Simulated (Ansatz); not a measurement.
# CdS: what symmetry allows forces and stress to be

```
CELL_PARAMETERS angstrom
0.02910 2.82043 2.81607
2.80995 0.00000 2.84517
2.78085 2.82043 0.02910
ATOMIC_POSITIONS crystal
Cd 0.99485 0.00515 0.99485
S 0.75515 0.74485 0.75515
```

Level of theory: DFT PBE, scalar-relativistic, plane waves, PAW in Ansatz.

Settings: cutoff 420 eV, Γ-centred mesh 8×8×8 on the computed 2-atom cell, Gaussian smearing of 0.02 eV; no spin polarisation.

This distorted cell has space group C2, with 2 operations.

**Question.** Without a calculation: in which directions can each atom feel a force?

**Answer.** A force must be left unchanged by every operation that keeps its atom in place, so it lies in the space that those operations leave fixed. Atoms that the group maps onto each other feel forces of one size.
```json
{"atom": "Cd1", "site symmetry": "2", "operations at the site": "2", "equivalent to atom": "1", "allowed force (Cartesian)": "along (0.00, 1.00, 0.00)"}
{"atom": "S2", "site symmetry": "2", "operations at the site": "2", "equivalent to atom": "2", "allowed force (Cartesian)": "along (0.00, 1.00, 0.00)"}
```

That leaves 2 independent force components of 6, tied by 1 condition that the forces sum to zero, so 1 remains. A relaxation in this cell that keeps the symmetry moves the atoms in these directions alone.

**Question.** And the stress tensor?

**Answer.** It must be invariant under the point group, which leaves 4 independent components: yz, xy vanish.

**Question.** Do the computed values obey this?

**Answer.** Yes. Forces (eV/Å):
```
Cd1  0.000  0.193  0.000
S2   0.000 -0.193  0.000
```

Stress (GPa, compression positive, xx yy zz yz xz xy): 12.78 12.61 12.73 0.00 0.82 0.00. The program imposes the same operations on density, forces and stress, so this confirms the analysis and is no independent test of the calculation.

This zinc-blende form isn't the usual stable structure of the compound.